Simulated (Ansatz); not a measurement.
**How stiff is this cell of NiO?**

Cell: an entry of the Crystallography Open Database (COD), whose atoms a relaxation with PBE at fixed cell left in place.

```
Ni O
1.0
     0.00000    2.09503    2.09503
     2.09503    0.00000    2.09503
     2.09503    2.09503    0.00000
Ni O
1 1
Direct
  0.00000 0.00000 0.00000
  0.50000 0.50000 0.50000
```

Sites (sets of like atoms) are named by element and the number of their first atom in this list.

All values are calculated (Ansatz; DFT, PBE, plane waves and PAW, scalar-relativistic, collinear spin, 420 eV cutoff, Γ-centred 19×19×19 k-points, Fermi–Dirac smearing 0.05 eV), not measured. Start moments as typed (μB): 2 on each Ni, none on the rest.

The cell is stretched along z (the third Cartesian axis of the run's cell), x and y held, and the ions relax again each time. Tension counts as positive.

```
strain along z (%)  stress along z (GPa)  stress along x (GPa)
                -3                 -11.9                  -7.9
                -2                     ?                     ?
                -1                  -5.8                  -4.7
                 0                  -3.2                  -3.2
                +1                  -0.9                  -1.7
                +2                   1.1                  -0.3
                +3                   3.0                   1.0
```

**Question.** Estimate the row at -2 % from the others.

**Answer.** stress along z (GPa): -8.7; stress along x (GPa): -6.3. Worked: parabolas through the other 6 rows give -8.7 and -6.3 GPa at -2 %. Their slopes at zero strain are 247 GPa (C₁₁) and 149 GPa (C₁₂). They hold at this cell, where the calculated pressure is 3.2 GPa.

All values belong to this cell and structure model. Semilocal functionals can leave a metal where correlation in the d or f shell opens a gap in the real compound, and that would change the values at and beside Ni. Measured NiO orders antiferromagnetically, but in this run all moments are parallel, as the start or the cell imposes: fields and spin densities carried over to other atoms belong to this order alone, and gaps, moments and gradients can differ too.
